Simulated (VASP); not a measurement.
Write an ASE script for VASP 6.6.1 that does the following.

```
Task                   : single point
Functional             : LDA
Potentials or basis    : VASP PAW LDA potentials, release 64 (Mg, O)
Cutoff                 : 520 eV
k mesh                 : 11 × 11 × 11
Occupations            : gaussian, width 0.02 eV
Spin                   : no spin polarisation
Further INCAR settings : ALGO = Fast; EDIFF = 1.00e-06
```

The structure of MgO lies in POSCAR:

```
MgO
1.0
    0.0000000000      2.0970013927      2.0970013927
    2.0970013927      0.0000000000      2.0970013927
    2.0970013927      2.0970013927      0.0000000000
Mg O
1 1
Direct
    0.0000000000      0.0000000000      0.0000000000
    0.5000000000      0.5000000000      0.5000000000
```

The cell is a database's computed one.

These files were run (other wordings do the same):

run.py

```python
from ase.calculators.vasp import Vasp
from ase.dft.bandgap import bandgap
from ase.io import read

atoms = read('POSCAR')
calc = Vasp(
    directory='calc',
    xc='lda',
    pp='LDA',
    setups='recommended',
    prec='Accurate',
    encut=520,
    ediff=1e-06,
    ismear=0,
    sigma=0.02,
    lreal=False,
    lasph=True,
    nelm=80,
    algo='Fast',
    isif=2,
    lwave=False,
    lcharg=True,
    lelf=True,
    lvhar=True,
    kpts=[11, 11, 11],
    gamma=True,
)
atoms.calc = calc

print('energy (eV):', atoms.get_potential_energy())
print('free energy (eV):', atoms.get_potential_energy(force_consistent=True))
print('forces (eV/A):')
print(atoms.get_forces())
print('stress (eV/A^3, Voigt):', atoms.get_stress())
print('Fermi level (eV):', calc.get_fermi_level())
gap, top, bottom = bandgap(calc)
print('band gap (eV):', gap, 'from (spin, k, band)', top, 'to', bottom)
```

Potentials or basis: VASP PAW LDA potentials, release 64 (Mg, O).

Launch:

```sh
$ python run.py
```

It gave:

| Quantity | Value |
| --- | --- |
| Pressure | -5.8 GPa |
| Band gap on the k mesh | 4.78 eV, direct |

Run time: 8.9 s on 1 thread of Intel(R) Xeon(R) Platinum 8559C (Emerald Rapids) (shared host), peak memory 0.13 GiB.
